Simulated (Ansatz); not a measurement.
## TlBr across functionals

```xyz
2
Lattice="3.9700 0.0000 0.0000 0.0000 3.9700 0.0000 0.0000 0.0000 3.9700" Properties=species:S:1:pos:R:3 pbc="T T T"
Tl    0.0000    0.0000    0.0000
Br    1.9850    1.9850    1.9850
```

Atoms are numbered in the order listed.

The cell is COD entry 9008793, as deposited and not checked against the literature; nothing was relaxed. It is an old determination, and later ones may differ.

Spin–orbit coupling is left out, though it moves levels of the heavy atoms by tenths of an eV or more.

One fixed cell is solved with several functionals by frozen-core PAW in Ansatz 0.2.0, scalar-relativistically. A positive pressure means that the functional wants a larger cell.

The PAW files were made with PBE; their cores are remade for each functional.

Numerical set-up: a Γ-centred 8×8×8 k mesh, Fermi–Dirac smearing of 0.03 eV, cutoff 420 eV, no spin polarisation.

Cutoffs: PBE 420 eV, LDA 420 eV, PBEsol 420 eV, r²SCAN 500 eV.

```csv
setting,P (GPa),gap over the k mesh and a high-symmetry path (eV),"lowest level at Γ above −25 eV, from the valence-band top or, without a gap, the Fermi level (eV)"
PBE,1.43,1.84,-13.79
LDA,-2.60,1.65,-13.81
PBEsol,-1.02,1.71,-13.81
r²SCAN,0.52,2.28,-14.28
```
